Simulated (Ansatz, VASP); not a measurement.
# SiSn16O31 (Si_O): VASP beside Ansatz

Aim: how closely do two programs agree when they are given the same cell, functional and k mesh? The cell is taken from a series of runs on this material, whose earlier steps may have relaxed, scaled, displaced or heated it; both programs get it as it stands.

Method: plane waves, with VASP 6.6.1 beside it; single point at r2SCAN, in Ansatz 0.2.0.

## (1) Starting point

The cell holds 48 atoms: 16 Sn, 31 O and 1 Si. Its edges and angles: a = 11.473 Å, b = 11.470 Å, c = 6.731 Å, α = 54.1°, β = 54.1°, γ = 71.9°. It derives from SnO2 (SnO2 (Pnnm)). Nearest the centre at fractional (0.528, 0.222, 0.765): Si48 at 0.93 Å, Sn11 at 2.09 Å, Sn12 at 2.10 Å, Sn2 at 2.32 Å, O35 at 2.67 Å, O20 at 2.67 Å, O24 at 2.85 Å, O38 at 2.85 Å. The cell carries charge −1.

Coordinates:

```xyz
48
Lattice="0.0000 9.5211 6.4012 9.5179 0.0000 6.4012 4.7590 4.7606 0.0000" Properties=species:S:1:pos:R:3 pbc="T T T"
Sn    2.3622    2.3250    1.5710
Sn    7.1763    6.8335    4.8022
Sn   14.2049    4.7872    6.4026
Sn    4.7342    4.6565    3.1266
Sn    7.0975    2.3929    4.8023
Sn   11.9219    7.2080    8.0159
Sn    4.8193    9.4822    9.5889
Sn    9.5783    4.7217    6.4167
Sn    2.3138    7.3571    4.8023
Sn    7.1628   11.9685    7.9898
Sn    9.5560    4.8207    9.5762
Sn    4.7970    9.5812    6.4295
Sn    7.1212    7.0856    8.0334
Sn   11.8809   11.8747   11.2035
Sn    9.4931    9.4171    6.4778
Sn    9.4459    9.5478    9.6031
O     6.1454    1.5407    3.1813
O     6.0991    6.1702    3.1755
O     3.7146    5.6161    1.6187
O     3.2622    5.3201    4.8022
O     5.7913    3.9746    1.5440
O     5.6636    3.9270    4.8022
O     3.5189    3.0671    3.0473
O     3.4748    7.9543    3.2459
O    10.8575    1.5245    6.3955
O    10.9044    6.3013    6.4233
O     8.6025    5.5114    4.8022
O     8.5102    5.5446    8.0077
O    10.5317    3.8845    4.8022
O    10.5241    3.8499    7.9409
O     8.0929    3.2778    6.3870
O     8.2780    7.8275    6.5571
O     6.0991    6.1702    6.4289
O     6.0649   11.3166    6.4250
O     3.6646   10.3434    4.8022
O     3.7512   10.3052    7.9979
O     5.7652    8.6104    8.0647
O     3.4748    7.9543    6.3586
O     3.3508   12.7560    6.3857
O    10.8239    6.5560    9.5807
O    10.8575   11.0457    9.6102
O     8.4735   10.3766    7.9857
O     8.4780   10.4155   11.2035
O    10.5503    8.7352    8.0605
O    10.4591    8.7967   11.2035
O     8.1098    7.9954    9.6200
O     8.0928   12.7989    9.6187
Si    6.5734    9.1094    4.8022
```

## (2) Ansatz: single point, r2SCAN

Ansatz runs on its default PAW (the set named soft_2) files.

With cell and atoms fixed, the geometry can't cause a difference; cores, projectors, grids and the points listed under the comparison can.

Contents of input.yaml:

```yaml
crystal:
  checkpoint: "../qm1_M1.relax.run"
  host: checkpoint
total_charge: -1
basis:
  ecutwfc: 500
  xc_grid: 2
hamiltonian:
  xc: r2scan
kpoints:
  mp_grid: { grid: [1, 1, 1], shift: [0.25, 0.25, 0.25] }
magnetization:
  spin_polarized: true
  initial_magnetization: 1
  spin_locking: { lock_magnetization: hard }
scf:
  occupations: { method: fixed }
  max_iter: 100
output:
  forces: true
  eigenvalues: true
  charged_corrections:
    epsilon: [4.54, 4.54, 4.85]
    static_epsilon: [13.38, 13.38, 10.24]
    defect_position: [0.528224, 0.221776, 0.764594]
  eigenstates: { localisation: true }
  populations: true
  efg: {}
checkpoint:
  read: "../qm1_M1.relax.run"
  write: "../qm1_M1.point.run"
  compress: false
  write_wavefunctions: false
  write_every: 100000
```

The run is started by

```console
$ ansatz run input.yaml --threads 4 --pin off --max-ram 6594MiB --backend cpu --events-out ev --progress --plain --runs-dir out
```

Numbers of over 12 decimals in the logs are rounded to 6 here.

What it wrote:

```text
Warning: at least one further symmetry operation maps every atom of the structure, as the run holds it, onto an atom to within 2.69e-5 (fractional), and is not used: no operation is sought that the atoms, as the run holds them, miss by more than 2.00e-5, twice crystal.symmetry.tolerance (1.0e-5). The run uses 1 unitary operations. The run imposes no operation that its atoms and lattice do not hold. Figures that only  [...]
Warning: This run holds its total moment fixed (magnetization.spin_locking.lock_magnetization: hard) and mixes its density by anderson or broyden (scf.mixing.algorithm, typed or taken by auto). Slabs with a fixed moment have converged under broyden above another state at the same moment, at the default mixing steps and at smaller ones, and under scf.lower_state_search: standard, light or off a state that such a mixer [...]
crystal.checkpoint: the structure is that of <dir>, a `relax` run, at its step 15: its result, under r2scan at a charge of -1 e; 48 atoms read, 0 with a starting moment; crystal.structure_sha256 for this input is
Sn: output.efg is read without spin–orbit coupling, which moves field gradients at and beside such atoms by some per cent and up to a factor of two; PAW files take it under magnetization.noncollinear and magnetization.spin_orbit
Engine: ansatz 0.2.0, aarch64-unknown-linux-gnu
Pseudopotentials: kind: paw
Pseudopotential: Sn, paw, valence charge 14, recommended cutoff 500 eV (meta_gga), Sn.paw.azcp
Pseudopotential: O, paw, valence charge 6, recommended cutoff 500 eV (meta_gga), O.paw.azcp
Pseudopotential: Si, paw, valence charge 4, recommended cutoff 500 eV (meta_gga), Si.paw.azcp
Functional definition: r2SCAN
  parameter k0 = 0.174
  parameter k1 = 0.065
  parameter a1 = 4.9479
  exchange = r2scan_x(k0 = k0, k1 = k1, a1 = a1)
  correlation = r2scan_c
Crystal: 48 atoms, lattice volume = 580.091 Å³
Basis set: ecut = 500 eV, 14731 PW (Γ), exchange–correlation on 180×180×100 points (8 copies of the dense FFT grid, shifted against one another)
Bands: 256, of which v1, the nominal top of the filled ones, is band 208 counted from 1 (207 counted from 0)
Symmetry: 1 space group operations
Space group: P1 (ITA 1), of the structure as read, at distance tolerance 8.3e-5 Å
Magnetic group: BNS 1.1 (UNI 1), of the structure as read, at distance tolerance 8.3e-5 Å
k-points: 1
Non-local potential: Sn, projectors of the file, l = 0: 2, l = 1: 2, l = 2: 2, l = 3: 2
Non-local potential: O, projectors of the file, l = 0: 2, l = 1: 2, l = 2: 1
Non-local potential: Si, projectors of the file, l = 0: 2, l = 1: 2, l = 2: 2
PAW form: soft (Blöchl's): semilocal exchange-correlation on the pseudo side does not see the compensation charge
PAW frozen core: Sn, regenerated for the run's functional (the file was generated under x = pbe(κ = 0.804, μ = 0.219515), c = pbe(β = 0.066725))
PAW frozen core: O, regenerated for the run's functional (the file was generated under x = pbe(κ = 0.804, μ = 0.219515), c = pbe(β = 0.066725))
PAW frozen core: Si, regenerated for the run's functional (the file was generated under x = pbe(κ = 0.804, μ = 0.219515), c = pbe(β = 0.066725))
PAW one-centre angular grid: Sn, 590 points (default); XC on 249 of its mesh's 2787 points in the sphere
PAW one-centre angular grid: O, 302 points (default); XC on 160 Gauss nodes
PAW one-centre angular grid: Si, 302 points (default); XC on 160 Gauss nodes
Initial density: read from a saved state, or passed on in memory by an earlier SCF of this step, an earlier step, the calling program or the single point that the run made first
Stability of the state it starts from, as read at its close in the collinear treatment: not read, because the mixer in use, unlike msr1, does not test its closes by its own steps (another_mixer); its run was given moments
Starting moments: Σ|m| = 1 μB on 48 of 48 sites; this step starts from the density that it was given
[...]
atom  42  O  V_zz =   -10.209275   η = 0.1556   by run symmetry: allowed
            electrostatic potential = -627.536332 V   contact ρ = 2152.120362 e/Å³   contact ρ_s (e/Å³): all electrons +0.639458, valence +0.623114
  atom  43  O  V_zz =   -10.555125   η = 0.0716   by run symmetry: allowed
            electrostatic potential = -627.275867 V   contact ρ = 2152.398735 e/Å³   contact ρ_s (e/Å³): all electrons +0.798214, valence +0.765746
  atom  44  O  V_zz =   -10.234346   η = 0.0275   by run symmetry: allowed
            electrostatic potential = -627.398411 V   contact ρ = 2152.156314 e/Å³   contact ρ_s (e/Å³): all electrons +0.719283, valence +0.691012
  atom  45  O  V_zz =   -10.234325   η = 0.2496   by run symmetry: allowed
            electrostatic potential = -627.562488 V   contact ρ = 2152.085585 e/Å³   contact ρ_s (e/Å³): all electrons +0.605536, valence +0.579615
  atom  46  O  V_zz =    -9.930306   η = 0.1461   by run symmetry: allowed
            electrostatic potential = -627.378224 V   contact ρ = 2151.830954 e/Å³   contact ρ_s (e/Å³): all electrons +0.629688, valence +0.606367
  atom  47  O  V_zz =   -10.158269   η = 0.3018   by run symmetry: allowed
            electrostatic potential = -627.549317 V   contact ρ = 2151.964478 e/Å³   contact ρ_s (e/Å³): all electrons +0.539253, valence +0.531572
  atom  48  O  V_zz =   -10.205882   η = 0.0114   by run symmetry: allowed
            electrostatic potential = -627.385217 V   contact ρ = 2152.335380 e/Å³   contact ρ_s (e/Å³): all electrons +0.802611, valence +0.784287
--- Charged-cell corrections in eV (Makov–Payne, q = -1.000 e, ε = [4.540, 4.540, 4.850] of the electrons, [13.380, 13.380, 10.240] with the ions) ---
  F (periodic)     = -114872.651128  (uncorrected; the corrections below are reported, never added to it)
  E_corr1          = +0.511213  (monopole, q²α_M/2ε̄L, of the cell on which ε is isotropic)
  F Makov-Payne    = n/a  (the rows are of the electrons' constant alone; ansatz place-levels tells what screens the charge)
  no potential alignment in this run, which stands beside a crystal: run the host's input off ansatz write-host-input, and read the two finished runs by ansatz place-levels (neither reads a slab, a wire or a sheet, whose cell leaves a vacuum)
--- Band table (eV) ---
  k-point 0 ↑: bands = [... 204 lower, 8.8893, 10.4811, 10.8425, 11.7548, 13.6381, 14.0674, 14.1825, 14.5770, ... 44 higher]
  k-point 0 ↓: bands = [... 204 lower, 8.9191, 10.5067, 10.8718, 11.8449, 13.7133, 14.1576, 14.2656, 14.6484, ... 44 higher]
--- Löwdin populations: 48 sites ---
  site symbol       q [e]    m [muB]
     0     Sn     12.1998     0.0363
     1     Sn     12.5201     0.0250
     2     Sn     12.1895     0.0357
     3     Sn     12.2340     0.0510
     4      O      6.8615     0.0158
     5      O      6.8542     0.0137
     6      O      6.8545     0.0087
     7      O      6.7820     0.0187
     8      O      6.8618     0.0061
     9      O      6.8474     0.0132
    10      O      6.8794     0.0176
    11      O      6.8557     0.0073
    12     Sn     12.2174     0.0473
    13     Sn     12.2079     0.0386
    14     Sn     12.1896     0.0329
    15     Sn     12.1896     0.0329
    16      O      6.8606     0.0115
    17      O      6.8615     0.0158
    18      O      6.8473     0.0136
    19      O      6.8490     0.0130
    20      O      6.8634     0.0091
    21      O      6.8712     0.0103
    22      O      6.8582     0.0153
    23      O      6.8793     0.0176
[...]
40      O      6.8746     0.0140
    41      O      6.8606     0.0115
    42      O      6.8545     0.0087
    43      O      6.8593     0.0083
    44      O      6.8618     0.0061
    45      O      6.8609     0.0079
    46      O      6.8654     0.0119
    47      O      6.8582     0.0153
  spilling = 0.005677 (of n_electrons = 415.000000)
```

(Continued in part 2 of 2.)

[Lines on the potential files, build, host, timing and source positions are cut from VASP's logs without a mark.]

[Logs are printed without paths, hosts, clocks, repeated set-up lines and the standing remarks that a program may print on its own settings, such as how far it seeks lower states.]

[Hosts, paths, dates, database ids (printed as entryN), source tags and the programs' standing remarks are cut or masked in the printed files.]
